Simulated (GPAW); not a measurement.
Cu: relaxation of cell and atoms with PBEsol+D4

Cu:

```
CELL_PARAMETERS angstrom
0.00000 1.80750 1.80750
1.80750 0.00000 1.80750
1.80750 1.80750 0.00000
ATOMIC_POSITIONS crystal
Cu 0.00000 0.00000 0.00000
```

```yaml
Program: GPAW 26.7.0
Task: relaxation of cell and atoms
Functional: PBEsol
Dispersion: D4
Potentials_or_basis: PAW data sets generated in the run's folder for this functional
Cutoff: 600 eV
Basis: pw
k_mesh: 13 × 13 × 13
Occupations: fermi-dirac, width 0.05 eV
Spin: no spin polarisation
Target_pressure: -2 GPa
Maxiter: 150
Optimizer: FIRE
Fmax: 0.05 eV/Å
Max_steps: 40
Target_pressure: -2 GPa
Convergence: density=1e-05 forces=0.0001
```

The relaxed volume is 11.32 Å³/atom. The relaxed cell is a = 2.520 Å, b = 2.520 Å, c = 2.520 Å, α = 60.00°, β = 60.00°, γ = 60.00° and the space group after relaxing (to 0.05 Å) is Fm-3m (No. 225). The energy change on relaxing (the enthalpy is what falls) is -16.7 meV/atom. The ionic steps are 9 and the pressure after relaxing is -2.4 GPa. The band gap on the k mesh is none (metal or under the smearing width) and the dispersion energy per atom is -0.337 eV.

The path:
| step | energy change (eV) | largest force (eV/Å) | pressure (GPa) | volume (Å³) |
| --- | --- | --- | --- | --- |
| 1 | 0.0000 | 0.0000 | -8.70 | 11.81 |
| 2 | -0.0081 | 0.0000 | -6.65 | 11.64 |
| 3 | -0.0163 | 0.0000 | -2.81 | 11.35 |
| 4 | -0.0168 | 0.0000 | 1.89 | 11.05 |
| 5 | -0.0171 | 0.0000 | 1.51 | 11.07 |
| 6 | -0.0174 | 0.0000 | 0.80 | 11.12 |
| 7 | -0.0176 | 0.0000 | -0.15 | 11.17 |
| 8 | -0.0174 | 0.0000 | -1.24 | 11.25 |
| 9 | -0.0167 | 0.0000 | -2.37 | 11.32 |

Final structure:
```xyz
1
Lattice="0.0000 1.7821 1.7821 1.7821 0.0000 1.7821 1.7821 1.7821 0.0000" Properties=species:S:1:pos:R:3 pbc="T T T"
Cu    0.0000    0.0000    0.0000
```

Levels at points of the mesh, in eV from the Fermi level:
```tsv
k point	band 2	band 3	band 4	band 5	band 6	band 7	band 8	band 9	band 10
(0.00, 0.00, 0.00)	-3.33	-3.33	-3.33	-2.45	-2.45	23.26	25.92	25.92	25.92
```

It took 92 s on 1 thread of Arm Neoverse V1 (shared host), peak memory 0.18 GiB.

Caveat: with this Cu data set, volumes or pressures lay over 1.5 % or 2 GPa off other programs in two to four cells of ten; later steps reuse the first step's grids; pairwise dispersion overbinds metals, which lowers pressure and volume.
